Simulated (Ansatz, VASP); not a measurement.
One calculation of Be, two programs

```
Be
1.0
     0.00000    1.16334    1.16334
     1.16334    0.00000    1.16334
     1.16334    1.16334    0.00000
Be
1
Cartesian
  0.0000 0.0000 0.0000
```

Change from the starting cell: volume scaled by 0.4, crystal datasets.

Alike in both runs: task single point; functional PBE; k mesh 20 × 20 × 20; occupations fermi-dirac, width 0.08 eV; no spin polarisation.

|  | VASP | Ansatz |
| --- | --- | --- |
| version | VASP 6.6.1 | Ansatz 0.2.0 |
| potentials or method | VASP PAW PBE potentials, release 64 (Be), cutoff 520 eV | all-electron PAW with datasets made for the crystal, scalar-relativistic |

|  | VASP | Ansatz | Ansatz less VASP |
| --- | --- | --- | --- |
| pressure (GPa) | 513.5 | 508.2 | -5.33 |

Ansatz ran all-electron here, so the differences hold the error of VASP's frozen core and of both bases. Ansatz warned: «printed_levels_off».

Caveats: the cell as given lies far from equilibrium; so large a pressure means that the cell lies far from this level's equilibrium, or that cutoff or potentials fall short (VASP).
